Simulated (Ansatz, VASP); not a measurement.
## Two plane-wave programs on CoO

```
Co O
1.0
     0.00000    2.15955    2.15955
     2.15955    0.00000    2.15955
     2.15955    2.15955    0.00000
Co O
1 1
Cartesian
  0.0000 0.0000 0.0000
  2.1596 2.1596 2.1596
```

Alike in both runs: task single point; functional PBE; k mesh 11 × 11 × 11; occupations fermi-dirac, width 0.05 eV; collinear spin.

|  | VASP | Ansatz |
| --- | --- | --- |
| version | VASP 6.6.1 | Ansatz 0.2.0 |
| potentials or method | VASP PAW PBE potentials, release 64 (Co, O) | Ansatz PAW |
| plane-wave cutoff (eV) | 520 | 420 |
| valence electrons in the cell | 15 | 23 |

|  | VASP | Ansatz | Ansatz less VASP |
| --- | --- | --- | --- |
| gap on the k mesh at the Fermi level (eV) | none | none | - |
| pressure (GPa) | -8.3 | -7.9 | +0.35 |
| net moment per atom (μB) | 1.48 | 1.49 | +0.007 |
| size of the moment on the site where the two differ most (μB) | 2.60 | 2.54 | -0.064 |

Site moments also hang on the region over which each program counts them. A gap of «none» marks a metal or a gap that the smearing closes. With one functional, cell and mesh, what is left measures potentials, basis and numerics. The two sets of potentials don't hold the same shells in valence.

Caveats: a cell with one magnetic atom can't hold antiferromagnetic order, which such compounds often take; semilocal functionals often make such compounds metallic where correlation or magnetic order opens a gap, which also shifts bond lengths; the pressure holds a Pulay correction of +0.7 GPa for the finite cutoff (Ansatz).
